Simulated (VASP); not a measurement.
Here is a VASP 6.6.1 calculation.

The input INCAR:

```
PREC = Accurate
ENCUT = 520
EDIFF = 1E-7
ISMEAR = 0
SIGMA = 0.1
LREAL = False
LASPH = True
NELM = 120
ALGO = Normal
ISIF = 3
LWAVE = False
LCHARG = False
GGA = PE
IBRION = 2
NSW = 60
EDIFFG = -0.005
POTIM = 0.3
```

The input KPOINTS:

```
regular mesh
0
Gamma
  15 15 15
```

File POSCAR:

```
Pb                                      
1.0
   -0.0000000000      2.5184780553      2.5184780553
    2.5184780553     -0.0000000000      2.5184780553
    2.5184780553      2.5184780553     -0.0000000000
  Pb            
     1
Direct
     0.0000000000000000    0.0000000000000000    0.0000000000000000
```

Potentials or basis: VASP PAW PBE potentials, release 64 (Pb_d).

The run is started by

```bash
$ cat potpaw_PBE.64/Pb_d/POTCAR > POTCAR
$ mpirun -np 1 vasp_std > vasp.out
```

Task: Estimate the band gap on the k mesh.

Result: None (metal or under the smearing width).

Final structure:
```xyz
1
Lattice="0.0000 2.5185 2.5185 2.5185 0.0000 2.5185 2.5185 2.5185 0.0000" Properties=species:S:1:pos:R:3 pbc="T T T"
Pb    0.0000    0.0000    0.0000
```

Caveat: the relaxation stopped at its first step, so nothing moved. The run has no spin-orbit coupling, so splittings on Pb are missing.
